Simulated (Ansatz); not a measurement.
Crystal: P.

```
P
1.0
     1.64774   -5.46504    0.00000
     1.64774    5.46504    0.00000
     0.00000    0.00000    4.54364
P
4
Direct
  0.90414 0.09586 0.58882
  0.09586 0.90414 0.41118
  0.59586 0.40414 0.08882
  0.40414 0.59586 0.91118
```

```yaml
Program: Ansatz 0.2.0
Task: relaxation of cell and atoms
Functional: PBE
Potentials_or_basis: Ansatz NC
Cutoff: "599 eV (not typed: the program's choice for these potentials)"
k_mesh: 8 × 8 × 6
Occupations: fermi-dirac, width 0.05 eV
Spin: no spin polarisation
```

At the start: volume 20.46 Å³/atom.

Task: How do energy, volume and symmetry change on relaxing?

Result: It ends after 6 steps and the volume is 21.28 Å³/atom (+4.0 %); space group Cmce (No. 64, to 0.05 Å).

Step by step:
| step | energy change (eV) | largest force (eV/Å) | volume (Å³) |
| --- | --- | --- | --- |
| 1 | 0.0000 | 0.3484 | 81.83 |
| 2 | -0.0156 | 0.1102 | 83.31 |
| 3 | -0.0195 | 0.0348 | 85.19 |
| 4 | -0.0202 | 0.0069 | 85.01 |
| 5 | -0.0202 | 0.0051 | 85.12 |
| 6 | -0.0204 | 0.0050 | 85.12 |

Final structure:
```cif
data_structure
_symmetry_space_group_name_H-M 'P 1'
_symmetry_Int_Tables_number 1
_cell_length_a 5.8771
_cell_length_b 5.8771
_cell_length_c 4.5581
_cell_angle_alpha 90.000
_cell_angle_beta 90.000
_cell_angle_gamma 147.270
_cell_volume 85.12
loop_
_atom_site_label
_atom_site_type_symbol
_atom_site_fract_x
_atom_site_fract_y
_atom_site_fract_z
_atom_site_occupancy
P1 P 0.90587 0.09413 0.58626 1
P2 P 0.09413 0.90587 0.41374 1
P3 P 0.59413 0.40587 0.08626 1
P4 P 0.40587 0.59413 0.91374 1
```

Caveat: the plane-wave basis is chosen anew once the cell has moved, so the energies of steps on either side of that aren't comparable.
